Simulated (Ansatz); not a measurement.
Calculation for Hf (beta tin type): DFT, PBE, PAW with Ansatz's default frozen-core files, scalar-relativistic (Ansatz 0.2.0). This run: beta tin relaxed under pressure.

The start is a guessed cell of a prototype that needn't be stable.

Command: `ansatz run input.yaml --threads 1 --pin off --max-ram 3584MiB --backend cpu --events-out ev --progress --plain --runs-dir out` It took 44 s on 1 thread of Intel(R) Xeon(R) 6975P-C (Granite Rapids), on a shared host, peak memory 0.59 GiB.

```yaml
crystal:
  lattice:
    - [-2.4204624255, 2.4204624255, 1.331254334]
    - [2.4204624255, -2.4204624255, 1.331254334]
    - [2.4204624255, 2.4204624255, -1.331254334]
  atoms:
    - { symbol: Hf, position: [-0.375, -0.125, -0.25] }
    - { symbol: Hf, position: [0.375, 0.125, 0.25] }
kpoints:
  mp_grid: { grid: [16, 16, 16] }
scf:
  occupations: { method: fermi_dirac, width: 0.05 }
hamiltonian:
  xc: pbe
  pseudopotentials: { kind: paw }
output:
  forces: true
  stress: true
  eigenvalues: true
relax:
  f_tol: 0.005
  max_steps: 40
  cell: { p_target: 74.0, stress_tol: 0.037 }
```

Output:

```
Engine: ansatz 0.2.0
Pseudopotentials: kind: paw
Pseudopotential: Hf, paw, valence charge 26, recommended cutoff 420 eV (normal), Hf.paw.azcp
Functional definition: PBE
  parameter kappa = 0.804
  parameter beta = 0.06672455060314922
  exchange = pbe_x(kappa = kappa, mu = beta*pi^2/3)
  correlation = pbe_c(beta = beta)
Crystal: 2 atoms, lattice volume = 31.197 Å³
Basis set: ecut = 420 eV, 617 PW (Γ), exchange–correlation on 50×50×50 points (8 copies of the dense FFT grid, shifted against one another)
Bands: 32, of which v1, the nominal top of the filled ones, is band 26 counted from 1 (25 counted from 0)
Symmetry: 16 space group operations
Space group: I41/amd (ITA 141), of the structure as read, at distance tolerance 3.1e-5 Å
k-points: 349 of 4096
Non-local potential: Hf, projectors of the file, l = 0: 3, l = 1: 2, l = 2: 2, l = 3: 3
PAW form: soft (Blöchl's): semilocal exchange-correlation on the pseudo side does not see the compensation charge
PAW one-centre angular grid: Hf, 590 points (default); XC on 64 Gauss nodes
Initial density: superposition of atomic densities (neutral atoms: chi_scale 0, normalization atom), corrected by the library's trained network
Initial wavefunctions: pseudopotential atomic-orbital guess
Functional: x = pbe(κ = 0.804, μ = 0.2195149727645171), c = pbe(β = 0.06672455060314922)
SCF iter   1: F=—  HF=-31438.898794 eV  |F-HF|=—  |Δ(HF+E_count)|=         —  Δρ=7.75e-3  dr2=6.51e-3  ethr=1.77e-3  ⟨swp⟩=5.5  Hψ=40046  notcnv=0  defer=27
preconditioner: auto → Kerker (q_TF=auto, 2.971 Å⁻¹)  [metal: Δε(μ)=0.005 eV  Ē_g=18.342 eV  σ=0.050 eV  W_gap=0.03  n_scr=16 (ndim 8)  ℏωp=46.1 eV  f_vac=0.000  D(μ)=1.78/eV (n_scr^D=16)]
SCF iter   2: F=—  HF=-31438.892076 eV  |F-HF|=—  |Δ(HF+E_count)|=   6.72e-3  Δρ=4.53e-3  dr2=2.28e-3  ethr=1.25e-5  ⟨swp⟩=2.3  Hψ=23679  notcnv=0  defer=91
SCF iter   3: F=—  HF=-31438.893108 eV  |F-HF|=—  |Δ(HF+E_count)|=   1.03e-3  Δρ=1.53e-3  dr2=3.81e-4  ethr=4.38e-6  ⟨swp⟩=2.8  Hψ=22602  notcnv=0  defer=91
SCF iter   4: F=—  HF=-31438.892748 eV  |F-HF|=—  |Δ(HF+E_count)|=   3.60e-4  Δρ=3.93e-4  dr2=3.33e-5  ethr=7.32e-7  ⟨swp⟩=2.1  Hψ=19936  notcnv=0  defer=91
SCF iter   5: F=—  HF=-31438.892756 eV  |F-HF|=—  |Δ(HF+E_count)|=   8.04e-6  Δρ=8.86e-5  dr2=1.89e-6  ethr=6.40e-8  ⟨swp⟩=2.1  Hψ=19352  notcnv=0  defer=91
SCF iter   6: F=—  HF=-31438.892755 eV  |F-HF|=—  |Δ(HF+E_count)|=   8.06e-7  Δρ=1.92e-5  dr2=1.04e-7  ethr=3.63e-9  ⟨swp⟩=2.4  Hψ=18976  notcnv=0  defer=91
SCF iter   7: F=-31438.892755 eV  HF=-31438.892755 eV  |F-HF|=1.96e-8  |Δ(HF+E_count)|=   1.12e-7  Δρ=6.03e-6  dr2=5.29e-9  ethr=1.92e-10  ⟨swp⟩=9.6  Hψ=55835  notcnv=0
SCF 1 converged in 7 iterations: F = -31438.892755 eV  dr2 = 5.29e-9
  greatest PAW one-centre occupation: 0.998 electrons in one spin orbital (limit 2), on the Hf atom at site 1 (counted from 0), in its partial waves of l = 0
relax step   1: F+E_penalty+E_count = -31438.89275500 eV  Δ(F+E_penalty+E_count) = +0.000e0 eV  max|allowed force component| = 5.551e-17 eV/Å  Δτ_max = 0.0000 Å  P = +72.220 GPa  Ω = 31.197 Å³  (7 SCF iters, dr2 threshold 1.00e-7 eV, accepted)
Crystal: 2 atoms, lattice volume = 30.730 Å³
Basis set: ecut = 420 eV, 601 PW (Γ), exchange–correlation on 50×50×50 points (8 copies of the dense FFT grid, shifted against one another)
Initial density: handed on by an earlier stage of this run
Initial wavefunctions: those handed on with the density
iter 1 solved again at ethr=3.86e-7 eV; its pass at ethr=3.10e-3 eV (dr2=2.01e-4 eV) is discarded
SCF iter   1: F=—  HF=-31438.675379 eV  |F-HF|=—  |Δ(HF+E_count)|=         —  Δρ=1.30e-3  dr2=3.69e-4  ethr=3.86e-7  ⟨swp⟩=2.9  Hψ=55438  notcnv=0
eigensolver tolerance schedule calibrated: the retry pair's looser diagonalisation under-reported the residual by θ = 0.46 (0.12/decade); ethr = c·dr2/N_el runs at the constant in force after the calibration composes with the one it found (an armed cap, an earlier calibration), c = 7.3e-2
preconditioner: auto → Kerker (q_TF=auto, 2.978 Å⁻¹)  [metal: Δε(μ)=0.002 eV  Ē_g=18.415 eV  σ=0.050 eV  W_gap=0.01  n_scr=16 (ndim 8)  ℏωp=46.4 eV  f_vac=0.000  D(μ)=1.75/eV (n_scr^D=16)]
SCF iter   2: F=—  HF=-31438.675263 eV  |F-HF|=—  |Δ(HF+E_count)|=   1.17e-4  Δρ=6.24e-4  dr2=9.51e-5  ethr=3.86e-7  ⟨swp⟩=2.0  Hψ=20261  notcnv=0
SCF iter   3: F=—  HF=-31438.675235 eV  |F-HF|=—  |Δ(HF+E_count)|=   2.79e-5  Δρ=3.12e-4  dr2=2.41e-5  ethr=1.34e-7  ⟨swp⟩=2.0  Hψ=19021  notcnv=0
SCF iter   4: F=—  HF=-31438.675229 eV  |F-HF|=—  |Δ(HF+E_count)|=   6.39e-6  Δρ=1.27e-4  dr2=3.46e-6  ethr=3.40e-8  ⟨swp⟩=2.0  Hψ=20273  notcnv=0
SCF iter   5: F=—  HF=-31438.675228 eV  |F-HF|=—  |Δ(HF+E_count)|=   8.83e-7  Δρ=1.73e-5  dr2=1.12e-7  ethr=2.82e-10  ⟨swp⟩=4.4  Hψ=58399  notcnv=0
SCF iter   6: F=-31438.675228 eV  HF=-31438.675228 eV  |F-HF|=1.40e-8  |Δ(HF+E_count)|=   6.04e-8  Δρ=6.20e-6  dr2=1.15e-8  ethr=1.59e-10  ⟨swp⟩=4.7  Hψ=42264  notcnv=0
SCF 2 converged in 6 iterations: F = -31438.675228 eV  dr2 = 1.15e-8
relax step   2: F+E_penalty+E_count = -31438.67522767 eV  Δ(F+E_penalty+E_count) = +2.175e-1 eV  max|allowed force component| = 5.551e-17 eV/Å  Δτ_max = 0.0000 Å  P = +77.177 GPa  Ω = 30.730 Å³  energy of the carried Pulay correction = +3.798e-4 eV  (6 SCF iters, dr2 threshold 2.00e-7 eV, rejected (line search))
Crystal: 2 atoms, lattice volume = 31.028 Å³
iter 1 solved again at ethr=1.53e-7 eV; its pass at ethr=3.10e-3 eV (dr2=7.96e-5 eV) is discarded
SCF iter   1: F=—  HF=-31438.815516 eV  |F-HF|=—  |Δ(HF+E_count)|=         —  Δρ=8.24e-4  dr2=1.50e-4  ethr=1.53e-7  ⟨swp⟩=2.9  Hψ=55031  notcnv=0
eigensolver tolerance schedule calibrated: the retry pair's looser diagonalisation under-reported the residual by θ = 0.47 (0.11/decade); ethr = c·dr2/N_el runs at the constant in force after the calibration composes with the one it found (an armed cap, an earlier calibration), c = 8.4e-2
preconditioner: auto → Kerker (q_TF=auto, 2.973 Å⁻¹)  [metal: Δε(μ)=0.006 eV  Ē_g=18.409 eV  σ=0.050 eV  W_gap=0.03  n_scr=16 (ndim 8)  ℏωp=46.2 eV  f_vac=0.000  D(μ)=1.77/eV (n_scr^D=16)]
SCF iter   2: F=—  HF=-31438.815470 eV  |F-HF|=—  |Δ(HF+E_count)|=   4.61e-5  Δρ=3.91e-4  dr2=3.76e-5  ethr=1.53e-7  ⟨swp⟩=2.0  Hψ=20263  notcnv=0
[... lines left out ...]
SCF iter   2: F=—  HF=-31438.814462 eV  |F-HF|=—  |Δ(HF+E_count)|=   2.33e-7  Δρ=6.15e-6  dr2=3.75e-9  ethr=8.26e-12  ⟨swp⟩=3.4  Hψ=27611  notcnv=0
SCF iter   3: F=—  HF=-31438.814462 eV  |F-HF|=—  |Δ(HF+E_count)|=  2.11e-10  Δρ=3.79e-6  dr2=1.01e-9  ethr=7.22e-12  ⟨swp⟩=2.0  Hψ=17995  notcnv=0
SCF iter   4: F=—  HF=-31438.814462 eV  |F-HF|=—  |Δ(HF+E_count)|=   1.24e-9  Δρ=4.35e-7  dr2=2.40e-11  ethr=1.94e-12  ⟨swp⟩=2.2  Hψ=14208  notcnv=0
SCF iter   5: F=-31438.814462 eV  HF=-31438.814462 eV  |F-HF|=1.46e-11  |Δ(HF+E_count)|=  2.18e-11  Δρ=8.61e-8  dr2=9.14e-13  ethr=1.00e-12  ⟨swp⟩=8.0  Hψ=64736  notcnv=0
SCF 5 converged in 5 iterations: F = -31438.814462 eV  dr2 = 9.14e-13
relax step   5: F+E_penalty+E_count = -31438.81446190 eV  Δ(F+E_penalty+E_count) = +1.382e-4 eV  max|allowed force component| = 6.939e-17 eV/Å  Δτ_max = 0.0000 Å  P = +74.003 GPa  Ω = 31.026 Å³  stress off target by 1.13e-2 GPa  SCF on the basis re-selected at this cell (its energy is not comparable with the rows above)  (5 SCF iters)
basis re-selected at this cell: Δ(F+E_penalty+E_count) = +1.382e-4 eV, ΔP = -0.000 GPa vs the last step (what re-selecting the basis moved, of the pressure what is left beyond the Pulay correction that the steps carried, after the strain that the cell walked since its last selection, with what the two solves' SCF thresholds leave and, on support functions, any second-order correction that the steps lacked; it is no measure of the basis error at this ecutwfc). This SCF's stress stands 1.13e-2 GPa from its target on what of the cell is left free (relax.cell.stress_tol is 3.70e-2 GPa) and its largest allowed force component is 6.94e-17 eV/Å (relax.f_tol is 5.00e-3 eV/Å): within both
SCF converged after 5 iterations
Free energy (F): -31438.814462 eV
Harris-Foulkes:  -31438.814462 eV  (|F-HF|=1.46e-11)
Internal energy: -31438.799944 eV  (E = F + TS)
E sigma→0 (E₀):  -31438.807203 eV
Entropy (-TS):   -0.014518 eV (-7.259 meV/atom)
Fermi energy:    28.754974 eV
--- Per-component energies (eV) ---
  E_band       = 573.877312
  E_kinetic    = 888.433298
  E_local      = -8314.454114  (includes V_loc(G=0)·N_el)
  E_nonlocal   = -2484.446953
  E_hartree    = 4105.622973
  E_xc         = -613.312442
  E_vxc        = -549.961761  (∫ρ·V_xc dr)
  E_paw        = -13864.950500  (= ΣΔE_a)
  E_vpaw       = 2823.060920  (= ΣTr[D̂ρ^β])
  E_aug_tail   = -0.000002  (compensation charges beyond the density's cutoff)
  E_ewald      = -11155.692205
  E_smearing   = -0.014518  (= −TS)
  E_closure    = 0.000000  (closes the sum)
  Σ components = -31438.814462   (vs F -31438.814462, Δ=0.00e0)
--- Forces (eV/Å), atoms counted from 1 ---
  atom   1  Hf     0.00000000     0.00000000     0.00000000
  atom   2  Hf    -0.00000000    -0.00000000    -0.00000000
  max |Σ_I F_I| component: 5.55e-17 eV/Å
--- Stress (GPa, compression-positive) ---
       74.010892       0.000000       0.000000
        0.000000      74.010892      -0.000000
        0.000000      -0.000000      73.988680
  P = ⅓ Tr σ = 74.0035 GPa (740.035 kbar)
--- Band table (eV; the first three rows and the last of 349) ---
  k-point 0: bands = ["-32.5002", "-31.7980", "-2.3984", "-2.3984", "0.1022", "0.1380", "0.1871", "0.1871", "17.8989", "17.8989", "17.9252", "17.9252", "17.9314", "17.9314", "17.9418", "17.9418", "17.9568", "17.9842", "18.0035", "18.0126", "18.0786", "18.1160", "21.1662", "23.4907", "26.8380", "27.3040", "28.6957", "33.5355", "33.5355", "33.8907", "33.8907", "38.5431"]
  k-point 1: bands = ["-32.4936", "-31.8049", "-2.3818", "-2.3794", "0.0283", "0.1402", "0.1508", "0.2327", "17.8921", "17.8976", "17.9167", "17.9235", "17.9256", "17.9284", "17.9385", "17.9389", "17.9701", "17.9937", "18.0057", "18.0137", "18.0820", "18.1174", "21.2636", "23.5737", "26.8972", "27.2589", "28.6393", "33.5872", "33.6361", "33.9644", "33.9899", "37.9997"]
  k-point 2: bands = ["-32.4738", "-31.8251", "-2.3320", "-2.3227", "-0.1034", "0.0454", "0.1467", "0.2811", "17.8758", "17.8941", "17.8975", "17.9188", "17.9208", "17.9209", "17.9318", "17.9325", "17.9932", "18.0109", "18.0129", "18.0165", "18.0909", "18.1213", "21.5489", "23.8165", "27.0745", "27.1378", "28.4912", "33.7390", "33.9193", "34.1793", "34.2538", "36.9390"]
  k-point 348: bands = ["-32.1424", "-32.1424", "-2.9606", "-2.9606", "0.0937", "0.0937", "0.5383", "0.5383", "17.7407", "17.7407", "17.9135", "17.9135", "17.9447", "17.9447", "17.9764", "17.9764", "17.9890", "17.9890", "18.0761", "18.0761", "18.0836", "18.0836", "25.1584", "25.1584", "28.8713", "28.8713", "30.4834", "30.4834", "33.1381", "33.1381", "35.1673", "35.1673"]
--- Relaxed structure (4 steps of the walk, 3 accepted, 1 SCFs on fresh bases) ---
  F+E_penalty+E_count = -31438.81446190 eV   max|allowed force component| = 6.939e-17 eV/Å   (the final SCF, on the basis selected at the relaxed cell)
  cell:  # Å, volume = 31.0257 Å³
    - [-2.417149206539316, 2.417149206539316, 1.327560391920215]
    - [2.417149206539316, -2.417149206539316, 1.327560391920215]
    - [2.417149206539316, 2.417149206539316, -1.327560391920215]
  atoms:
    - { symbol: Hf, position: [-0.37499999999999994, -0.12500000000000003, -0.24999999999999997] }
    - { symbol: Hf, position: [0.37499999999999994, 0.12500000000000003, 0.24999999999999997] }
```

Next run (simple hexagonal relaxed under pressure), as changes to the input before:

```diff
   lattice:
-    - [-2.4204624255, 2.4204624255, 1.331254334]
-    - [2.4204624255, -2.4204624255, 1.331254334]
-    - [2.4204624255, 2.4204624255, -1.331254334]
+    - [2.6800622389, 0.0, 0.0]
+    - [-1.3400311194, 2.3210019826, 0.0]
+    - [0.0, 0.0, 2.5192585045]
   atoms:
-    - { symbol: Hf, position: [-0.375, -0.125, -0.25] }
-    - { symbol: Hf, position: [0.375, 0.125, 0.25] }
+    - { symbol: Hf, position: [0.0, 0.0, 0.0] }
 kpoints:
-  mp_grid: { grid: [16, 16, 16] }
+  mp_grid: { grid: [16, 16, 15] }
 scf:
```

Command: `ansatz run input.yaml --threads 1 --pin off --max-ram 3584MiB --backend cpu --events-out ev --progress --plain --runs-dir out` It took 14 s on 1 thread of Intel(R) Xeon(R) 6975P-C (Granite Rapids) (shared host), peak memory 0.4 GiB.

Results part of the output:

```
basis re-selected at this cell: Δ(F+E_penalty+E_count) = +3.045e-5 eV, ΔP = -0.001 GPa vs the last step (what re-selecting the basis moved, of the pressure what is left beyond the Pulay correction that the steps carried, after the strain that the cell walked since its last selection, with what the two solves' SCF thresholds leave and, on support functions, any second-order correction that the steps lacked; it is no measure of the basis error at this ecutwfc). This SCF's stress stands 4.29e-3 GPa from its target on what of the cell is left free (relax.cell.stress_tol is 3.70e-2 GPa) and its largest allowed force component is 0.00e0 eV/Å (relax.f_tol is 5.00e-3 eV/Å): within both
SCF converged after 6 iterations
Free energy (F): -15719.595767 eV
Harris-Foulkes:  -15719.595767 eV  (|F-HF|=0.00e0)
Internal energy: -15719.591409 eV  (E = F + TS)
E sigma→0 (E₀):  -15719.593588 eV
Entropy (-TS):   -0.004358 eV (-4.358 meV/atom)
Fermi energy:    28.696881 eV
--- Per-component energies (eV) ---
  E_band       = 282.161901
  E_kinetic    = 444.077242
  E_local      = -4179.834078  (includes V_loc(G=0)·N_el)
  E_nonlocal   = -1242.066281
  E_hartree    = 2062.059374
  E_xc         = -306.768056
  E_vxc        = -275.072020  (∫ρ·V_xc dr)
  E_paw        = -6932.677498  (= ΣΔE_a)
  E_vpaw       = 1410.938295  (= ΣTr[D̂ρ^β])
  E_aug_tail   = -0.000001  (compensation charges beyond the density's cutoff)
  E_ewald      = -5564.382109
  E_smearing   = -0.004358  (= −TS)
  E_closure    = 0.000000  (closes the sum)
  Σ components = -15719.595767   (vs F -15719.595767, Δ=0.00e0)
--- Forces (eV/Å), atoms counted from 1 ---
  atom   1  Hf     0.00000000    -0.00000000     0.00000000
  max |Σ_I F_I| component: 8.22e-33 eV/Å
--- Stress (GPa, compression-positive) ---
       73.996526      -0.000000       0.000000
       -0.000000      73.996526       0.000000
        0.000000       0.000000      73.995710
  P = ⅓ Tr σ = 73.9963 GPa (739.963 kbar)
--- Band table (eV; the first three rows and the last of 240) ---
  k-point 0: bands = ["-32.6404", "-0.2292", "0.0682", "0.0682", "17.5824", "17.7858", "17.7858", "17.8005", "17.8005", "17.8280", "17.9834", "20.9447", "25.7995", "30.4212", "30.4212", "38.7703", "38.7703"]
  k-point 1: bands = ["-32.6297", "-0.3632", "0.0785", "0.0785", "17.5833", "17.7914", "17.7914", "17.7978", "17.7978", "17.8128", "17.9834", "21.1290", "26.0061", "30.4667", "30.4667", "38.4339", "38.4339"]
  k-point 2: bands = ["-32.5991", "-0.7300", "0.1079", "0.1079", "17.5857", "17.7738", "17.7902", "17.7902", "17.8073", "17.8073", "17.9836", "21.6260", "26.6082", "30.5978", "30.5978", "37.5902", "37.5902"]
  k-point 239: bands = ["-31.9814", "-2.1374", "-1.8770", "-1.5386", "17.6945", "17.7258", "17.7451", "17.7771", "17.8302", "17.8413", "17.8992", "25.2809", "26.2692", "30.7740", "31.9317", "39.5698", "41.7701"]
--- Relaxed structure (5 steps of the walk, 5 accepted, 1 SCFs on fresh bases) ---
  F+E_penalty+E_count = -15719.59576654 eV   max|allowed force component| = 0.000e0 eV/Å   (the final SCF, on the basis selected at the relaxed cell)
  cell:  # Å, volume = 15.6324 Å³
    - [2.6472499178933027, -2.851416076964481e-11, 0.0]
    - [-1.3236249589219575, 2.2925856790761268, 0.0]
    - [0.0, 0.0, 2.575757318796117]
  atoms:
    - { symbol: Hf, position: [0.0, 0.0, 0.0] }
```

Next run (sc relaxed under pressure), as changes to the input before:

```diff
   lattice:
-    - [2.6800622389, 0.0, 0.0]
-    - [-1.3400311194, 2.3210019826, 0.0]
-    - [0.0, 0.0, 2.5192585045]
+    - [2.5171288213, 0.0, 0.0]
+    - [0.0, 2.5171288213, 0.0]
+    - [0.0, 0.0, 2.5171288213]
   atoms:
 kpoints:
-  mp_grid: { grid: [16, 16, 15] }
+  mp_grid: { grid: [15, 15, 15] }
 scf:
```

Command: `ansatz run input.yaml --threads 1 --pin off --max-ram 3584MiB --backend cpu --events-out ev --progress --plain --runs-dir out` It took 2.6 s on 1 thread of Intel(R) Xeon(R) 6975P-C (Granite Rapids) (shared host), peak memory 0.35 GiB.

Results part of the output:

```
basis re-selected at this cell: Δ(F+E_penalty+E_count) = -3.880e-9 eV, ΔP = -0.000 GPa vs the last step (what re-selecting the basis moved, of the pressure what is left beyond the Pulay correction that the steps carried, after the strain that the cell walked since its last selection, with what the two solves' SCF thresholds leave and, on support functions, any second-order correction that the steps lacked; it is no measure of the basis error at this ecutwfc). This SCF's stress stands 1.33e-3 GPa from its target on what of the cell is left free (relax.cell.stress_tol is 3.70e-2 GPa) and its largest allowed force component is 0.00e0 eV/Å (relax.f_tol is 5.00e-3 eV/Å): within both
SCF converged after 5 iterations
Free energy (F): -15718.890408 eV
Harris-Foulkes:  -15718.890408 eV  (|F-HF|=3.64e-12)
Internal energy: -15718.884658 eV  (E = F + TS)
E sigma→0 (E₀):  -15718.887533 eV
Entropy (-TS):   -0.005750 eV (-5.750 meV/atom)
Fermi energy:    28.080428 eV
--- Per-component energies (eV) ---
  E_band       = 265.212969
  E_kinetic    = 445.782929
  E_local      = -4319.634155  (includes V_loc(G=0)·N_el)
  E_nonlocal   = -1242.043036
  E_hartree    = 2122.956696
  E_xc         = -306.925119
  E_vxc        = -275.317961  (∫ρ·V_xc dr)
  E_paw        = -6932.868786  (= ΣΔE_a)
  E_vpaw       = 1410.511808  (= ΣTr[D̂ρ^β])
  E_aug_tail   = -0.000001  (compensation charges beyond the density's cutoff)
  E_ewald      = -5486.153186
  E_smearing   = -0.005750  (= −TS)
  E_closure    = -0.000000  (closes the sum)
  Σ components = -15718.890408   (vs F -15718.890408, Δ=0.00e0)
--- Forces (eV/Å), atoms counted from 1 ---
  atom   1  Hf    -0.00000000     0.00000000     0.00000000
  max |Σ_I F_I| component: 5.34e-32 eV/Å
--- Stress (GPa, compression-positive) ---
       74.001332      -0.000000       0.000000
        0.000000      74.001332       0.000000
        0.000000       0.000000      74.001332
  P = ⅓ Tr σ = 74.0013 GPa (740.013 kbar)
--- Band table (eV; the first three rows and the last of 120) ---
  k-point 0: bands = ["-33.3730", "-0.6795", "-0.6795", "-0.6795", "17.0535", "17.0535", "17.0535", "17.1914", "17.1914", "17.1914", "17.2082", "20.4798", "25.1602", "25.1602", "38.0996", "38.0996", "38.0996"]
  k-point 1: bands = ["-33.3595", "-0.8392", "-0.6661", "-0.6661", "17.0485", "17.0576", "17.0576", "17.1722", "17.1943", "17.1943", "17.2064", "20.6758", "25.2161", "25.4103", "37.6101", "37.6101", "38.1296"]
  k-point 2: bands = ["-33.3210", "-1.2742", "-0.6282", "-0.6282", "17.0343", "17.0684", "17.0684", "17.1241", "17.2013", "17.2032", "17.2032", "21.1976", "25.3776", "26.1399", "36.4834", "36.4834", "38.2154"]
  k-point 119: bands = ["-32.4493", "-2.8079", "-2.8025", "-2.8025", "16.9893", "17.0885", "17.0893", "17.0893", "17.2280", "17.2280", "17.2311", "24.9444", "25.0568", "25.0568", "35.1915", "41.7670", "41.7670"]
--- Relaxed structure (1 steps of the walk, 1 accepted, 1 SCFs on fresh bases) ---
  F+E_penalty+E_count = -15718.89040805 eV   max|allowed force component| = 0.000e0 eV/Å   (the final SCF, on the basis selected at the relaxed cell)
  cell:  # Å, volume = 15.9484 Å³
    - [2.5171288213, 0.0, 0.0]
    - [0.0, 2.5171288213, 0.0]
    - [0.0, 0.0, 2.5171288213]
  atoms:
    - { symbol: Hf, position: [0.0, 0.0, 0.0] }
```

Spin–orbit coupling is left out, which matters for the heavy atoms.
